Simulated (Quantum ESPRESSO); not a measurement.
# AlN (F-43m) in Quantum ESPRESSO: settings compared

One crystal, AlN, is run at these levels: PBE+D2, PBE+D3(BJ), rPW86PBE+rVV10, PBE, PBEsol; tasks: phonons.

Program: Quantum ESPRESSO 7.5. These are calculated values, not measurements. Logs are shortened: lines on timing, memory, paths and dates and some standing lists are left out, and cuts for length are marked.

## Step 1: The crystal as given

The structure is cubic, space group F-43m (No. 216). The conventional cell has a = 4.368 Å, b = 4.368 Å, c = 4.368 Å, α = 90.00°, β = 90.00°, γ = 90.00°. Al (site symmetry -43m) has 4 N at 1.89 Å as nearest neighbours. Around N (site symmetry -43m) lie 4 Al at 1.89 Å.

Measurements of this composition are mostly on another form, of space group No. 186.

## Step 2: Phonons, PBE+D2

Input file pw.in:

```
&CONTROL
  calculation = 'scf'
  prefix = 'pwscf'
  outdir = './tmp'
  pseudo_dir = './pseudo'
  tprnfor = .true.
  tstress = .true.
  disk_io = 'low'
/
&SYSTEM
  ibrav = 0
  nat = 2
  ntyp = 2
  ecutwfc = 84
  nbnd = 9
  occupations = 'smearing'
  smearing = 'fd'
  degauss = 0.00367493
  vdw_corr = 'grimme-d2'
/
&ELECTRONS
  conv_thr = 4d-10
  electron_maxstep = 120
  mixing_beta = 0.5
/
ATOMIC_SPECIES
Al    26.9815 Al.upf
N     14.0070 N.upf
CELL_PARAMETERS angstrom
   0.0000000000    2.1839935596    2.1839935596
   2.1839935596    0.0000000000    2.1839935596
   2.1839935596    2.1839935596    0.0000000000
ATOMIC_POSITIONS crystal
Al     0.0000000000    0.0000000000    0.0000000000
N      0.2500000000    0.2500000000    0.2500000000
K_POINTS automatic
6 6 6 1 1 1
```

Input file relax.in:

```
&CONTROL
  calculation = 'vc-relax'
  prefix = 'pwscf'
  outdir = './tmp'
  pseudo_dir = './pseudo'
  tprnfor = .true.
  tstress = .true.
  disk_io = 'low'
  nstep = 40
  forc_conv_thr = 0.0001
  etot_conv_thr = 1d-06
/
&SYSTEM
  ibrav = 0
  nat = 2
  ntyp = 2
  ecutwfc = 84
  nbnd = 9
  occupations = 'smearing'
  smearing = 'fd'
  degauss = 0.00367493
  vdw_corr = 'grimme-d2'
/
&ELECTRONS
  conv_thr = 4d-10
  electron_maxstep = 120
  mixing_beta = 0.5
/
&IONS
  ion_dynamics = 'bfgs'
/
&CELL
  cell_dynamics = 'bfgs'
  press = 0
  press_conv_thr = 0.2
/
ATOMIC_SPECIES
Al    26.9815 Al.upf
N     14.0070 N.upf
CELL_PARAMETERS angstrom
   0.0000000000    2.1839935596    2.1839935596
   2.1839935596    0.0000000000    2.1839935596
   2.1839935596    2.1839935596    0.0000000000
ATOMIC_POSITIONS crystal
Al     0.0000000000    0.0000000000    0.0000000000
N      0.2500000000    0.2500000000    0.2500000000
K_POINTS automatic
6 6 6 1 1 1
```

Input file scf2.in:

```
&CONTROL
  calculation = 'scf'
  prefix = 'pwscf'
  outdir = './tmp'
  pseudo_dir = './pseudo'
  tprnfor = .true.
  tstress = .true.
  disk_io = 'low'
/
&SYSTEM
  ibrav = 0
  nat = 2
  ntyp = 2
  ecutwfc = 84
  nbnd = 9
  occupations = 'fixed'
  vdw_corr = 'grimme-d2'
/
&ELECTRONS
  conv_thr = 1d-13
  electron_maxstep = 120
  mixing_beta = 0.5
  startingpot = 'file'
  startingwfc = 'file'
/
ATOMIC_SPECIES
Al    26.9815 Al.upf
N     14.0070 N.upf
CELL_PARAMETERS angstrom
   0.0000000000    2.1905717324    2.1905717324
   2.1905717324    0.0000000000    2.1905717324
   2.1905717324    2.1905717324    0.0000000000
ATOMIC_POSITIONS crystal
Al     0.0000000000    0.0000000000    0.0000000000
N      0.2500000000    0.2500000000    0.2500000000
K_POINTS automatic
6 6 6 1 1 1
```

Input file ph.in:

```
phonons of AlN
&INPUTPH
  prefix = 'pwscf'
  outdir = './tmp'
  tr2_ph = 1d-16
  fildyn = 'dyn'
  niter_ph = 60
  alpha_mix(1) = 0.7
  epsil = .true.
/
0.0000000000 0.0000000000 0.0000000000
```

Input file dynmat.in:

```
&INPUT
  fildyn = 'dyn'
  asr = 'crystal'
  lperm = .true.
  filout = 'dynmat.disp'
  fileig = 'dynmat.eig'
/
```

Input file dynmat_lo.in:

```
&INPUT
  fildyn = 'dyn'
  asr = 'crystal'
  filout = 'dynmat_lo.disp'
  fileig = 'dynmat_lo.eig'
  q(1) = 0
  q(2) = 0
  q(3) = 1
/
```

Potentials or basis: PseudoDojo 0.4.1 SR PBE standard.

The run is started by

```bash
$ OMP_NUM_THREADS=1 pw.x -in pw.in > pw.out
$ OMP_NUM_THREADS=1 pw.x -in relax.in > relax.out
$ OMP_NUM_THREADS=1 pw.x -in scf2.in > scf2.out
$ OMP_NUM_THREADS=1 ph.x -in ph.in > ph.out
$ OMP_NUM_THREADS=1 dynmat.x -in dynmat.in > dynmat.out
$ OMP_NUM_THREADS=1 dynmat.x -in dynmat_lo.in > dynmat_lo.out
```

pw.out:

```text
This program is part of the open-source Quantum ESPRESSO suite
     for quantum simulation of materials; please cite
[... 9 lines left out ...]
     --------------------
     sticks:   dense  smooth     PW     G-vecs:    dense   smooth      PW
     Sum         793     793    253                14553    14553    2637

     Using Slab Decomposition

     bravais-lattice index     =            0
     lattice parameter (alat)  =       5.8367  a.u.
     unit-cell volume          =     140.5985 (a.u.)^3
     number of atoms/cell      =            2
     number of atomic types    =            2
     number of electrons       =         8.00
     number of Kohn-Sham states=            9
     kinetic-energy cutoff     =      84.0000  Ry
     charge density cutoff     =     336.0000  Ry
     scf convergence threshold =      4.0E-10
     mixing beta               =       0.5000
     number of iterations used =            8  plain     mixing
     Exchange-correlation= PBE
                           (   1   4   3   4   0   0   0)

     celldm(1)=   5.836671  celldm(2)=   0.000000  celldm(3)=   0.000000
     celldm(4)=   0.000000  celldm(5)=   0.000000  celldm(6)=   0.000000

     crystal axes: (cart. coord. in units of alat)
               a(1) = (   0.000000   0.707107   0.707107 )
               a(2) = (   0.707107   0.000000   0.707107 )
               a(3) = (   0.707107   0.707107   0.000000 )

     reciprocal axes: (cart. coord. in units 2 pi/alat)
               b(1) = ( -0.707107  0.707107  0.707107 )
               b(2) = (  0.707107 -0.707107  0.707107 )
               b(3) = (  0.707107  0.707107 -0.707107 )

     PseudoPot. # 1 for Al read from file:
     Al.upf
     Pseudo is Norm-conserving + core correction, Zval =  3.0
     Generated using ONCVPSP code by D. R. Hamann
     Using radial grid of 1876 points,  6 beta functions with:
                l(1) =   0
                l(2) =   0
                l(3) =   1
                l(4) =   1
                l(5) =   2
                l(6) =   2

     PseudoPot. # 2 for N  read from file:
     N.upf
     Pseudo is Norm-conserving + core correction, Zval =  5.0
     Generated using ONCVPSP code by D. R. Hamann
     Using radial grid of 1058 points,  4 beta functions with:
                l(1) =   0
                l(2) =   0
                l(3) =   1
                l(4) =   1

     atomic species   valence    mass     pseudopotential
     Al                3.00    26.98150     Al( 1.00)
     N                 5.00    14.00700     N ( 1.00)

     24 Sym. Ops. (no inversion) found

   Cartesian axes

     site n.     atom                  positions (alat units)
         1        Al     tau(   1) = (   0.0000000   0.0000000   0.0000000  )
         2        N      tau(   2) = (   0.3535534   0.3535534   0.3535534  )

     -------------------------------------------------
     Parameters for Dispersion (Grimme-D2) Correction:
     -------------------------------------------------
       atom      VdW radius       C_6

        Al         3.097        374.319
        N          2.640         42.670

     number of k points=    28  Fermi-Dirac smearing, width (Ry)=  0.0037
                       cart. coord. in units 2pi/alat
        k(    1) = (   0.0589256   0.0589256   0.0589256), wk =   0.0185185
        k(    2) = (   0.1767767   0.1767767  -0.0589256), wk =   0.0555556
        k(    3) = (   0.2946278   0.2946278  -0.1767767), wk =   0.0555556
        k(    4) = (  -0.2946278  -0.2946278   0.4124790), wk =   0.0555556
        k(    5) = (  -0.1767767  -0.1767767   0.2946278), wk =   0.0555556
        k(    6) = (  -0.0589256  -0.0589256   0.1767767), wk =   0.0555556
[... 20 lines left out ...]
        k(   27) = (   0.2946278   0.2946278   0.2946278), wk =   0.0185185
        k(   28) = (  -0.2946278  -0.2946278   0.8838835), wk =   0.0555556

     Dense  grid:    14553 G-vectors     FFT dimensions: (  36,  36,  36)

     Initial potential from superposition of free atoms

     starting charge       7.9975, renormalised to       8.0000
     Starting wfcs are    8 randomized atomic wfcs +    1 random wfcs

     Self-consistent Calculation

     iteration #  1     ecut=    84.00 Ry     beta= 0.50
     Davidson diagonalization with overlap
     ethr =  1.00E-02,  avg # of iterations =  6.1

     total energy              =     -25.45098318 Ry
     estimated scf accuracy    <       0.59656182 Ry
[... 71 lines left out ...]
     iteration # 12     ecut=    84.00 Ry     beta= 0.50
     Davidson diagonalization with overlap
     ethr =  6.20E-11,  avg # of iterations =  1.9

     End of self-consistent calculation

          k = 0.0589 0.0589 0.0589 (  1841 PWs)   bands (ev):

    -7.9082   6.3684   6.9204   6.9204  11.6329  19.2637  19.6452  19.6452
    23.6570

          k = 0.1768 0.1768-0.0589 (  1840 PWs)   bands (ev):

    -7.3930   4.5528   6.3821   6.8875  13.1179  18.3347  19.2140  19.7525
    21.7312

          k = 0.2946 0.2946-0.1768 (  1840 PWs)   bands (ev):

    -6.3874   2.1167   6.0841   6.6067  14.3805  16.6729  18.6343  18.7693
    24.0134

          k =-0.2946-0.2946 0.4125 (  1833 PWs)   bands (ev):
[... 16 lines left out ...]
    -7.1462   4.3664   6.2348   6.2611  13.2501  17.7484  18.5369  20.4227
    20.9296

          k = 0.4125 0.1768-0.0589 (  1833 PWs)   bands (ev):

    -6.3268   2.9361   5.3214   6.0165  13.4052  17.2463  18.0019  20.4015
    22.0609

          k =-0.1768-0.4125 0.5303 (  1825 PWs)   bands (ev):
[... 6 lines left out ...]
    -6.0411   2.4531   4.7078   6.2289  14.4057  16.4024  18.5169  19.6688
    23.0640

          k = 0.0589-0.1768 0.2946 (  1836 PWs)   bands (ev):

    -6.9272   3.6396   5.8845   6.6090  13.8144  17.5493  18.3699  19.8584
    21.6221

          k = 0.5303 0.0589 0.0589 (  1811 PWs)   bands (ev):
[... 6 lines left out ...]
    -5.3543   2.4352   4.2276   5.0875  11.6696  16.7409  20.0187  21.0676
    22.8729

          k = 0.0589-0.4125 0.5303 (  1824 PWs)   bands (ev):

    -5.4624   2.4613   3.6544   5.6175  13.2307  17.0848  19.2848  20.1690
    23.4303

          k = 0.1768-0.2946 0.4125 (  1824 PWs)   bands (ev):

    -5.9860   1.7412   5.5597   6.2746  14.6452  15.8716  18.8857  19.0207
    24.0021

          k =-0.6482 0.0589 0.0589 (  1806 PWs)   bands (ev):

    -5.3817   2.1956   4.8821   5.2532  10.6886  15.9034  20.6090  22.3611
    22.4555

          k =-0.5303 0.1768-0.0589 (  1829 PWs)   bands (ev):

    -5.7354   2.5399   4.7348   5.4105  12.3300  16.9830  18.8644  21.0181
    22.5561

          k =-0.4125 0.0589 0.0589 (  1826 PWs)   bands (ev):

    -6.4926   3.3998   5.6858   5.7938  12.6358  16.9551  18.4997  21.1188
    21.5508

          k = 0.1768 0.1768 0.1768 (  1847 PWs)   bands (ev):
[... 31 lines left out ...]
    -5.3263   2.8097   3.6743   4.7434  12.8798  17.7449  18.9686  19.9413
    23.7348

          k =-0.7660 0.1768 0.1768 (  1826 PWs)   bands (ev):

    -5.3838   2.5327   3.5881   5.6054  12.2114  17.0736  19.8489  21.0208
    22.2695

          k = 0.2946 0.2946 0.2946 (  1838 PWs)   bands (ev):
[... 6 lines left out ...]
    -5.7805   1.5689   5.1803   6.2418  14.5962  15.7762  19.0088  19.1445
    24.8589

     the Fermi energy is     8.5356 ev

!    total energy              =     -25.62548796 Ry
     estimated scf accuracy    <          5.8E-11 Ry
     smearing contrib. (-TS)   =      -0.00000000 Ry
     internal energy E=F+TS    =     -25.62548796 Ry

     The total energy is F=E-TS. E is the sum of the following terms:
     one-electron contribution =      -0.92941426 Ry
     hartree contribution      =       5.64202934 Ry
     xc contribution           =      -8.49790781 Ry
     ewald contribution        =     -21.79995921 Ry
     Dispersion Correction     =      -0.04023602 Ry

     convergence has been achieved in  12 iterations

     Forces acting on atoms (cartesian axes, Ry/au):

     atom    1 type  1   force =    -0.00000000   -0.00000000    0.00000000
     atom    2 type  2   force =     0.00000000   -0.00000000    0.00000000

     Total force =     0.000000     Total SCF correction =     0.000000

     Computing stress (Cartesian axis) and pressure

          total   stress  (Ry/bohr**3)                   (kbar)     P=       17.60
   0.00011966   0.00000000   0.00000000           17.60        0.00        0.00
   0.00000000   0.00011966   0.00000000            0.00       17.60        0.00
   0.00000000   0.00000000   0.00011966            0.00        0.00       17.60

=------------------------------------------------------------------------------=
   JOB DONE.
=------------------------------------------------------------------------------=
```

relax.out:

```text
This program is part of the open-source Quantum ESPRESSO suite
     for quantum simulation of materials; please cite
[... 9 lines left out ...]
     --------------------
     sticks:   dense  smooth     PW     G-vecs:    dense   smooth      PW
     Sum         793     793    253                14553    14553    2637
[... 1242 lines left out ...]
   0.00000011   0.00000000   0.00000000            0.02        0.00        0.00
   0.00000000   0.00000011   0.00000000            0.00        0.02        0.00
   0.00000000   0.00000000   0.00000011            0.00        0.00        0.02

=------------------------------------------------------------------------------=
   JOB DONE.
=------------------------------------------------------------------------------=
```

Wall time 2.4 min (1 thread of Arm Neoverse V1, shared host); peak memory 0.05 GiB.

What came out:

| Item | Value |
| --- | --- |
| Free energy | -348.6536 eV |
| Relaxed volume | 10.51 Å³/atom |
| Relaxed cell | a = 3.098 Å, b = 3.098 Å, c = 3.098 Å, α = 60.00°, β = 60.00°, γ = 60.00° |
| Space group after relaxing (to 0.05 Å) | F-43m (No. 216) |
| Pressure after relaxing | 0.0 GPa |
| Electronic dielectric tensor (diagonal) | 4.56 |
| Born charges (mean of the diagonal) | Al +2.52; N -2.52 e |
| Highest phonon frequency at Γ, LO-TO splitting left out | 653 cm⁻¹ |
| Static dielectric tensor (diagonal) | 8.35 |

Step by step:
```csv
step,energy change (eV),largest force (eV/Å),pressure (GPa),volume (Å³)
1,0.0000,0.0000,1.76,20.83
2,-0.0010,0.0000,0.01,21.02
3,-0.0010,0.0000,0.00,21.02
```

Final structure:
```
CELL_PARAMETERS angstrom
0.00000 2.19057 2.19057
2.19057 0.00000 2.19057
2.19057 2.19057 0.00000
ATOMIC_POSITIONS crystal
Al 0.00000 0.00000 0.00000
N 0.25000 0.25000 0.25000
```

Phonon frequencies in cm⁻¹ (negative: imaginary):
```tsv
q point	frequencies
(0.000, 0.000, 0.000)	-3 -3 -3 653 653 653
```

Electronic dielectric tensor:
```
4.56 0.00 0.00
0.00 4.56 0.00
0.00 0.00 4.56
```

Born effective charge tensors (e):
atom 1, Al
```
2.52 0.00 0.00
0.00 2.52 0.00
0.00 0.00 2.52
```
atom 2, N
```
-2.52  0.00  0.00
 0.00 -2.52  0.00
 0.00  0.00 -2.52
```

Optical modes at Γ, degenerate ones joined, polar ones without the macroscopic field:
```csv
cm⁻¹,components,symmetry,active in,"IR intensity, summed ((D/Å)²/amu)"
653,3,T2,IR and Raman,47.84
```

Zone-centre frequencies without and with the macroscopic field along z (cm⁻¹):
|  | optical modes in rising order |
| --- | --- |
| without | 653 653 653 |
| with the field | 653 653 884 |

Static dielectric tensor, electrons and zone-centre modes:
```
8.35 0.00 0.00
0.00 8.35 0.00
0.00 0.00 8.35
```

(Part 1 of 4 ends here.)
